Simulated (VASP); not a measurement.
A run of VASP 6.6.1:

POSCAR

```
Mg
1.0
    3.2093000000      0.0000000000      0.0000000000
   -1.6046500000      2.7793353284      0.0000000000
    0.0000000000      0.0000000000      5.2103000000
Mg
2
Direct
    0.3333333333      0.6666666667      0.2500000000
    0.6666666667      0.3333333333      0.7500000000
```

The input INCAR.step1:

```
SYSTEM = Mg
PREC     = Accurate       ! precision mode
ENCUT    = 520            ! plane-wave cutoff, eV
ISMEAR   = 0              ! smearing method
SIGMA    = 0.1            ! smearing width, eV
LREAL    = .False.        ! projectors in reciprocal space
LASPH    = .True.         ! aspherical terms in the spheres
NELM     = 100            ! most SCF steps
NBANDS   = 9              ! bands
GGA      = PE             ! functional
ALGO     = Normal         ! electronic algorithm
EDIFF    = 1E-4           ! SCF threshold, eV
LWAVE    = .True.         ! write WAVECAR
LCHARG   = .False.        ! write CHGCAR
```

Contents of INCAR.step2:

```
SYSTEM = Mg
PREC     = Accurate       ! precision mode
ENCUT    = 520            ! plane-wave cutoff, eV
EDIFF    = 1E-6           ! SCF threshold, eV
ISMEAR   = 0              ! smearing method
SIGMA    = 0.1            ! smearing width, eV
LREAL    = .False.        ! projectors in reciprocal space
LASPH    = .True.         ! aspherical terms in the spheres
NELM     = 100            ! most SCF steps
ALGO     = Normal         ! electronic algorithm
ISIF     = 2              ! what is computed and relaxed
LWAVE    = .False.        ! write WAVECAR
LCHARG   = .False.        ! write CHGCAR
METAGGA  = R2SCAN         ! meta-GGA
LMIXTAU  = .True.       
NBANDS   = 9              ! bands
ISTART   = 1
```

KPOINTS

```
regular mesh
0
Gamma
  6 6 4
  0 0 0
```

Potentials or basis: VASP PAW PBE potentials, release 64 (Mg).

The run is started by

```bash
$ cat potpaw_PBE.64/Mg/POTCAR > POTCAR
$ cp INCAR.step1 INCAR
$ mpirun -np 1 vasp_std > vasp.out
$ cp INCAR.step2 INCAR
$ mpirun -np 1 vasp_std > vasp.out
```

Hardware: 1 thread of Intel(R) Xeon(R) Platinum 8259CL CPU @ 2.50GHz (Skylake/Cascade Lake) (shared host).

Q: How long does it take, and how much memory?

A: Run time: 22 s on 1 thread of Intel(R) Xeon(R) Platinum 8259CL CPU @ 2.50GHz (Skylake/Cascade Lake) (shared host), peak memory 0.16 GiB. Counts: scf iterations 6, k points 21.
